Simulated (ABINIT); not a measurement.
Set up this calculation in ABINIT 10.8.3 (patched build), as the native input.

* Task: equation of state
* Functional: PBEsol
* Potentials or basis: PseudoDojo NC SR PBEsol v0.4.1 standard
* Cutoff: 1143 eV
* k mesh: 10 × 10 × 10
* Occupations: fermi-dirac, width 0.05 eV
* Spin: no spin polarisation

The system is HfN.

```xyz
2
Lattice="0.0000 2.2560 2.2560 2.2560 0.0000 2.2560 2.2560 2.2560 0.0000" Properties=species:S:1:pos:R:3 pbc="T T T"
Hf    0.0000    0.0000    0.0000
N     2.2560    2.2560    2.2560
```

One way to write it, as run:

run.abi

```
# Datasets: one volume each
ndtset 7
getwfk -1
scalecart1 3*0.9795861087
scalecart2 3*0.9864848297
scalecart3 3*0.9932883884
scalecart4 3*1.0000000000
scalecart5 3*1.0066227096
scalecart6 3*1.0131594038
scalecart7 3*1.0196128224

# Pseudopotentials
pp_dirpath "./"
pseudos "Hf.upf, N.upf"

# Structure
acell 3*1.0 Angstrom
rprim
     0.0000000000     2.2560000000     2.2560000000
     2.2560000000     0.0000000000     2.2560000000
     2.2560000000     2.2560000000     0.0000000000
ntypat 2
znucl 72 7
natom 2
typat 1 2
xred
     0.0000000000     0.0000000000     0.0000000000
     0.5000000000     0.5000000000     0.5000000000

# Plane-wave basis
ecut 42.0

# k points
kptopt 1
ngkpt 10 10 10
nshiftk 1
shiftk 0.0 0.0 0.0

# Exchange and correlation
ixc -116133

# Bands and occupations
nband 13
occopt 3
tsmear 0.00183747

# SCF cycle
nstep 100
tolvrs 1.0e-10

# Output
iomode 3
prtwf 1
prtden 0
prteig 0
prtebands 0
```

Potentials or basis: PseudoDojo NC SR PBEsol v0.4.1 standard.

Command:

```sh
$ abinit run.abi > log 2>&1
```

Results of the run:

The equilibrium volume is 11.37 Å³/atom and the bulk modulus is 287 GPa. The pressure derivative of the bulk modulus is 4.3.

Caveat: pressures at fixed basis lie under the slope of the energies.

Run time: 2.4 min on 1 thread of Intel(R) Xeon(R) 6975P-C (Granite Rapids), on a shared host, peak memory 0.12 GiB.
